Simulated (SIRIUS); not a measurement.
# Si2Mo (I4/mmm) in SIRIUS: equation of state

How stiff is Si2Mo in PBEsol, and what volume does it want? The cell is scaled to several volumes.

Everything below comes from runs of SIRIUS 7.12.0. Logs are shortened: lines on timing, memory, paths and dates and some standing lists are left out, and cuts for length are marked. The log counts tension as positive stress, the text compression.

### Step 1. The crystal as given

The structure is tetragonal, space group I4/mmm (No. 139). Conventional cell: a = 3.200 Å, b = 3.200 Å, c = 7.861 Å, α = 90.00°, β = 90.00°, γ = 90.00°. Mo (site symmetry 4/mmm) has 10 Si at 2.62 Å as nearest neighbours. Si (site symmetry 4mm) is surrounded by 5 Si at 2.61 to 2.63 Å and 5 Mo at 2.62 Å.

### Step 2. Equation of state, PBEsol, 12.61 Å³/atom (volume scaled by 0.94)

The input, sirius.json:

```json
{
  "control": {
    "processing_unit": "cpu",
    "std_evp_solver_name": "lapack",
    "gen_evp_solver_name": "lapack",
    "verbosity": 2,
    "print_forces": false,
    "ortho_rf": true,
    "use_second_variation": true,
    "rmt_max": 3.0,
    "num_bands_to_print": 24,
    "save_wf": true
  },
  "parameters": {
    "electronic_structure_method": "full_potential_lapwlo",
    "xc_functionals": ["XC_GGA_X_PBE_SOL", "XC_GGA_C_PBE_SOL"],
    "core_relativity": "dirac",
    "valence_relativity": "iora",
    "num_fv_states": 29,
    "smearing": "fermi_dirac",
    "smearing_width": 0.0018374661,
    "pw_cutoff": 20,
    "gk_cutoff": 3.52,
    "lmax_apw": 10,
    "lmax_rho": 8,
    "lmax_pot": 8,
    "num_mag_dims": 0,
    "auto_rmt": 0,
    "ngridk": [12, 12, 12],
    "shiftk": [0, 0, 0],
    "num_dft_iter": 80,
    "energy_tol": 1e-07,
    "density_tol": 1e-05,
    "use_symmetry": true
  },
  "settings": {"tol_ne": 1e-10},
  "iterative_solver": {"type": "exact"},
  "mixer": {"type": "anderson", "beta": 0.5, "max_history": 8},
  "unit_cell": {
    "lattice_vectors": [
      [-2.9618391375, 2.9618391375, 7.2759429563],
      [2.9618391375, -2.9618391375, 7.2759429563],
      [2.9618391375, 2.9618391375, -7.2759429563]
    ],
    "atom_types": ["Mo", "Si"],
    "atom_files": {"Mo": "Mo.json", "Si": "Si.json"},
    "atoms": {"Mo": [[0.0, 0.0, 0.0]], "Si": [[0.667, 0.667, 0.0], [0.333, 0.333, 0.0]]}
  }
}
```

The input, Mo.json:

```json
{
  "name": "molybdenum",
  "symbol": "Mo",
  "number": 42,
  "mass": 95.96,
  "rmin": 1e-06,
  "rmt": 2.5,
  "nrmt": 800,
  "rinf": 17.03,
  "core": "1s2s2p3s3p3d",
  "valence": [
    {"basis": [{"enu": 0.26, "dme": 0, "n": 0, "auto": 0}, {"enu": 0.26, "dme": 1, "n": 0, "auto": 0}]},
    {"l": 0, "n": 1, "basis": [{"enu": 0.36, "dme": 0, "n": 0, "auto": 0}]},
    {"l": 1, "n": 2, "basis": [{"enu": 0.36, "dme": 0, "n": 0, "auto": 0}]},
    {"l": 2, "n": 3, "basis": [{"enu": 0.36, "dme": 0, "n": 0, "auto": 0}]},
    {"l": 3, "n": 4, "basis": [{"enu": 0.36, "dme": 0, "n": 0, "auto": 0}]}
  ],
  "lo": [
    {"l": 0, "basis": [{"enu": 0.36, "dme": 0, "n": 0, "auto": 0}, {"enu": 0.36, "dme": 1, "n": 0, "auto": 0}]},
    {
      "l": 0,
      "basis": [{"enu": -1.8559, "dme": 0, "n": 4, "auto": 1}, {"enu": -1.8559, "dme": 1, "n": 4, "auto": 1}]
    },
    {
      "l": 0,
      "basis": [{"enu": -1.8559, "dme": 1, "n": 4, "auto": 1}, {"enu": 0.36, "dme": 0, "n": 0, "auto": 0}]
    },
    {"l": 0, "basis": [{"enu": 0.36, "dme": 0, "n": 0, "auto": 0}, {"enu": 2.92, "dme": 0, "n": 0, "auto": 0}]},
    {"l": 1, "basis": [{"enu": 0.36, "dme": 0, "n": 0, "auto": 0}, {"enu": 0.36, "dme": 1, "n": 0, "auto": 0}]},
    {
      "l": 1,
      "basis": [{"enu": -0.9113, "dme": 0, "n": 4, "auto": 1}, {"enu": -0.9113, "dme": 1, "n": 4, "auto": 1}]
    },
    {
      "l": 1,
      "basis": [{"enu": -0.9113, "dme": 1, "n": 4, "auto": 1}, {"enu": 0.36, "dme": 0, "n": 0, "auto": 0}]
    },
    {"l": 1, "basis": [{"enu": 0.36, "dme": 0, "n": 0, "auto": 0}, {"enu": 3.304, "dme": 0, "n": 0, "auto": 0}]},
    {"l": 2, "basis": [{"enu": 0.36, "dme": 0, "n": 0, "auto": 0}, {"enu": 0.36, "dme": 1, "n": 0, "auto": 0}]},
    {"l": 2, "basis": [{"enu": 0.36, "dme": 1, "n": 0, "auto": 0}, {"enu": 0.36, "dme": 2, "n": 0, "auto": 0}]},
    {"l": 2, "basis": [{"enu": 0.36, "dme": 0, "n": 0, "auto": 0}, {"enu": 2.856, "dme": 0, "n": 0, "auto": 0}]},
    {"l": 3, "basis": [{"enu": 0.36, "dme": 0, "n": 0, "auto": 0}, {"enu": 0.36, "dme": 1, "n": 0, "auto": 0}]},
    {"l": 3, "basis": [{"enu": 0.36, "dme": 0, "n": 0, "auto": 0}, {"enu": 3.144, "dme": 0, "n": 0, "auto": 0}]}
  ],
  "free_atom": [... radial grid and density of the free atom, the start of the SCF ...]
}
```

The input, Si.json:

```json
{
  "name": "silicon",
  "symbol": "Si",
  "number": 14,
  "mass": 28.0855,
  "rmin": 1e-06,
  "rmt": 2.26,
  "nrmt": 800,
  "rinf": 17.42,
  "core": "1s",
  "valence": [
    {"basis": [{"enu": 0.26, "dme": 0, "n": 0, "auto": 0}, {"enu": 0.26, "dme": 1, "n": 0, "auto": 0}]},
    {"l": 0, "n": 1, "basis": [{"enu": 0.2868, "dme": 0, "n": 0, "auto": 0}]},
    {"l": 1, "n": 2, "basis": [{"enu": 0.36, "dme": 0, "n": 0, "auto": 0}]},
    {"l": 2, "n": 3, "basis": [{"enu": 0.36, "dme": 0, "n": 0, "auto": 0}]},
    {"l": 3, "n": 4, "basis": [{"enu": 0.36, "dme": 0, "n": 0, "auto": 0}]}
  ],
  "lo": [
    {
      "l": 0,
      "basis": [{"enu": 0.2868, "dme": 0, "n": 0, "auto": 0}, {"enu": 0.2868, "dme": 1, "n": 0, "auto": 0}]
    },
    {
      "l": 0,
      "basis": [{"enu": -4.5807, "dme": 0, "n": 2, "auto": 1}, {"enu": -4.5807, "dme": 1, "n": 2, "auto": 1}]
    },
    {
      "l": 0,
      "basis": [{"enu": -4.5807, "dme": 1, "n": 2, "auto": 1}, {"enu": 0.2868, "dme": 0, "n": 0, "auto": 0}]
    },
    {
      "l": 0,
      "basis": [{"enu": 0.2868, "dme": 0, "n": 0, "auto": 0}, {"enu": 3.4193, "dme": 0, "n": 0, "auto": 0}]
    },
    {"l": 1, "basis": [{"enu": 0.36, "dme": 0, "n": 0, "auto": 0}, {"enu": 0.36, "dme": 1, "n": 0, "auto": 0}]},
    {
      "l": 1,
      "basis": [{"enu": -2.9998, "dme": 0, "n": 2, "auto": 1}, {"enu": -2.9998, "dme": 1, "n": 2, "auto": 1}]
    },
    {
      "l": 1,
      "basis": [{"enu": -2.9998, "dme": 1, "n": 2, "auto": 1}, {"enu": 0.36, "dme": 0, "n": 0, "auto": 0}]
    },
    {"l": 1, "basis": [{"enu": 0.36, "dme": 0, "n": 0, "auto": 0}, {"enu": 3.9625, "dme": 0, "n": 0, "auto": 0}]},
    {"l": 2, "basis": [{"enu": 0.36, "dme": 0, "n": 0, "auto": 0}, {"enu": 0.36, "dme": 1, "n": 0, "auto": 0}]},
    {"l": 2, "basis": [{"enu": 0.36, "dme": 1, "n": 0, "auto": 0}, {"enu": 0.36, "dme": 2, "n": 0, "auto": 0}]},
    {"l": 2, "basis": [{"enu": 0.36, "dme": 0, "n": 0, "auto": 0}, {"enu": 3.4143, "dme": 0, "n": 0, "auto": 0}]},
    {"l": 3, "basis": [{"enu": 0.36, "dme": 0, "n": 0, "auto": 0}, {"enu": 0.36, "dme": 1, "n": 0, "auto": 0}]}
  ],
  "free_atom": [... radial grid and density of the free atom, the start of the SCF ...]
}
```

The input, sirius_start.json:

```json
{
  "control": {
    "processing_unit": "cpu",
    "std_evp_solver_name": "lapack",
    "gen_evp_solver_name": "lapack",
    "verbosity": 1,
    "print_forces": false,
    "ortho_rf": true,
    "use_second_variation": true,
    "rmt_max": 3.0,
    "num_bands_to_print": 24,
    "save_wf": false
  },
  "parameters": {
    "electronic_structure_method": "full_potential_lapwlo",
    "xc_functionals": ["XC_LDA_X", "XC_LDA_C_PW"],
    "core_relativity": "dirac",
    "valence_relativity": "iora",
    "num_fv_states": 29,
    "smearing": "fermi_dirac",
    "smearing_width": 0.0055123983,
    "pw_cutoff": 20,
    "gk_cutoff": 2.82,
    "lmax_apw": 10,
    "lmax_rho": 8,
    "lmax_pot": 8,
    "num_mag_dims": 0,
    "auto_rmt": 0,
    "ngridk": [5, 5, 5],
    "shiftk": [0, 0, 0],
    "num_dft_iter": 30,
    "energy_tol": 0.01,
    "density_tol": 0.05,
    "use_symmetry": true
  },
  "settings": {"tol_ne": 1e-10},
  "iterative_solver": {"type": "exact"},
  "mixer": {"type": "anderson", "beta": 0.5, "max_history": 8},
  "unit_cell": {
    "lattice_vectors": [
      [-2.9618391375, 2.9618391375, 7.2759429563],
      [2.9618391375, -2.9618391375, 7.2759429563],
      [2.9618391375, 2.9618391375, -7.2759429563]
    ],
    "atom_types": ["Mo", "Si"],
    "atom_files": {"Mo": "Mo.json", "Si": "Si.json"},
    "atoms": {"Mo": [[0.0, 0.0, 0.0]], "Si": [[0.667, 0.667, 0.0], [0.333, 0.333, 0.0]]}
  }
}
```

Potentials or basis: all-electron FP-LAPW, apw+lo standard.

On the command line:

```console
OMP_NUM_THREADS=1 sirius.scf --input=sirius_start.json --output=start.json
OMP_NUM_THREADS=1 sirius.scf --input=sirius.json --output=output.json --task=1
```

Log:

```text
[info] SIRIUS version : 7.12.0
[info] number of MPI ranks           : 1
[info] MPI grid                      : 1 1
[info] maximum number of OMP threads : 1
[fft] FFT context for density and potential
[fft] =====================================
[fft]   plane wave cutoff                     : 20
[fft]   grid size                             : 60 60 60   total : 216000
[fft]   grid limits                           : -29 30   -29 30   -29 30
[fft]   number of G-vectors within the cutoff : 34519
[fft]   number of G-shells                    : 2500
[fft] FFT context for coarse grid
[fft] =====================================
[fft]   plane wave cutoff                     : 7.04
[fft]   grid size                             : 24 24 24   total : 13824
[fft]   grid limits                           : -11 12   -11 12   -11 12
[fft]   number of G-vectors within the cutoff : 1509
[fft]   number of G-shells                    : 140
[unit cell] lattice vectors
[unit cell]   a1 :      -2.9618391375      2.9618391375      7.2759429563
[unit cell]   a2 :       2.9618391375     -2.9618391375      7.2759429563
[unit cell]   a3 :       2.9618391375      2.9618391375     -7.2759429563
[unit cell] reciprocal lattice vectors
[unit cell]   b1 :       0.0000000000      1.0606898308      0.4317780764
[unit cell]   b2 :       1.0606898308      0.0000000000      0.4317780764
[unit cell]   b3 :       1.0606898308      1.0606898308      0.0000000000
[unit cell] unit cell volume :       255.31257863 [a.u.^3]
[unit cell] 1/sqrt(omega)    :         0.06258408
[unit cell] MT volume        :       162.15373207 (63.51%)
[unit cell] IT volume        :        93.15884656 (36.49%)
[unit cell] number of atom types : 2
[unit cell] type id : 0 symbol : Mo mt_radius :   2.500000 num_atoms : 1
[... 501 lines left out ...]
[diagonalize] ik:    4   -4.471466   -4.471413   -2.865150   -2.865118   -2.865042   -2.864999   -2.864556   -2.864336   -1.772582   -0.830493   -0.825858   -0.820526    0.012083    0.165558    0.254345    0.301460    0.360463    0.367625    0.404778    0.518229    0.560167    0.596300    0.625301    0.667805
[diagonalize] ...
[diagonalize] ik:  158   -4.471466   -4.471414   -2.865190   -2.865176   -2.864953   -2.864940   -2.864491   -2.864431   -1.773018   -0.827353   -0.824519   -0.821163    0.021838    0.088672    0.277711    0.346483    0.401641    0.405208    0.432726    0.444349    0.503148    0.638551    0.657707    0.688094
[diagonalize] ik:  159   -4.471469   -4.471411   -2.865196   -2.865180   -2.864949   -2.864923   -2.864489   -2.864440   -1.773122   -0.827578   -0.822252   -0.822154    0.016424    0.079897    0.302201    0.341316    0.416656    0.419160    0.426356    0.435115    0.488293    0.646783    0.681320    0.690981
[diagonalize] ik:  160   -4.471471   -4.471410   -2.865192   -2.865189   -2.864932   -2.864928   -2.864497   -2.864436   -1.773183   -0.827682   -0.822286   -0.821383    0.010813    0.078973    0.304173    0.353084    0.413441    0.414696    0.436118    0.443314    0.485263    0.627471    0.665524    0.692019
[diagonalize] ik:  161   -4.471473   -4.471407   -2.865192   -2.865192   -2.864925   -2.864925   -2.864516   -2.864421   -1.773245   -0.827745   -0.821459   -0.821459    0.000560    0.083821    0.309983    0.362313    0.406151    0.406151    0.458088    0.458088    0.473731    0.599043    0.656249    0.694373
[diagonalize] ik:  162   -4.471472   -4.471409   -2.865193   -2.865193   -2.864924   -2.864924   -2.864488   -2.864450   -1.773243   -0.827831   -0.821465   -0.821465    0.010960    0.070908    0.308852    0.360375    0.428351    0.428351    0.432749    0.432749    0.474124    0.630940    0.668712    0.669198
[generate_core_charge_density] atom class : 0
[generate_core_charge_density]   n,l,k : 1 0 1  energy :        -727.08793136
[generate_core_charge_density]   n,l,k : 2 0 1  energy :        -102.17465845
[generate_core_charge_density]   n,l,k : 2 1 1  energy :         -93.96511783
[generate_core_charge_density]   n,l,k : 2 1 2  energy :         -90.05276596
[generate_core_charge_density]   n,l,k : 3 0 1  energy :         -16.89374119
[generate_core_charge_density]   n,l,k : 3 1 1  energy :         -13.77066463
[generate_core_charge_density]   n,l,k : 3 1 2  energy :         -13.12617110
[generate_core_charge_density]   n,l,k : 3 2 2  energy :          -7.60094083
[generate_core_charge_density]   n,l,k : 3 2 3  energy :          -7.47885318
[generate_core_charge_density] atom class : 1
[generate_core_charge_density]   n,l,k : 1 0 1  energy :         -64.85654903
[... 22 lines left out ...]
[find] valence_eval_sum               :     -56.77302507
[find] core_eval_sum                  :   -2654.96841702
[find] kinetic energy                 :    4776.46353162
[find] enuc                           :   -5602.87987850
[find] <rho|V^{XC}>                   :    -213.32938015
[find] <rho|E^{XC}>                   :    -162.66826596
[find] <mag|B^{XC}>                   :       0.00000000
[find] <rho|V^{H}>                    :   -7274.87559356
[find] smearing (-TS)                 :      -0.00007649
[find] SCF correction                 :       0.00004491
[find] Total energy                   :   -4626.52236471 (Ha),   -9253.04472943 (Ry)
[find] Free energy (E-TS)             :   -4626.52244121 (Ha),   -9253.04488241 (Ry)
[find] band gap (eV)                  :       0.00000000
[find] Efermi                         :       0.45868866
[find] iteration : 6, RMS (target) : 5.0368e-06 (1.0000e-05) , energy difference (target) : 1.1560e-09 (1.0000e-07)
[find] converged after 7 SCF iterations!
[find] Charges and magnetic moments
[find] --------------------------------------------------------------------------------
[find] atom      charge    core leakage
[find] --------------------------------------------------------------------------------
[find]    0   40.632905    7.058413e-07
[find]    1   12.626101    0.000000e+00
[find]    2   12.626101    0.000000e+00
[find] total core leakage    : 7.05841315e-07
[find] interstitial charge   : 4.114890
[find] total charge          : 69.999997
[find] Energy
[find] --------------------------------------------------------------------------------
[find] valence_eval_sum               :     -56.77302507
[find] core_eval_sum                  :   -2654.96841702
[find] kinetic energy                 :    4776.46353162
[find] enuc                           :   -5602.87987850
[find] <rho|V^{XC}>                   :    -213.32938015
[find] <rho|E^{XC}>                   :    -162.66826596
[find] <mag|B^{XC}>                   :       0.00000000
[find] <rho|V^{H}>                    :   -7274.87559356
[find] smearing (-TS)                 :      -0.00007649
[find] SCF correction                 :       0.00004491
[find] Total energy                   :   -4626.52236471 (Ha),   -9253.04472943 (Ry)
[find] Free energy (E-TS)             :   -4626.52244121 (Ha),   -9253.04488241 (Ry)
[find] band gap (eV)                  :       0.00000000
[find] Efermi                         :       0.45868866
```

Wall time 77 s (1 thread of Intel Xeon 6975P-C (Granite Rapids), shared host); peak memory 0.87 GiB.

Results:

- Free energy: -125894.0891 eV
- Band gap on the k mesh: none (metal or under the smearing width)
- All electrons inside the program's atomic spheres: Mo 40.63; Si 12.63 (radii Mo 2.5, Si 2.26 bohr)

(Part 1 of 4 ends here.)
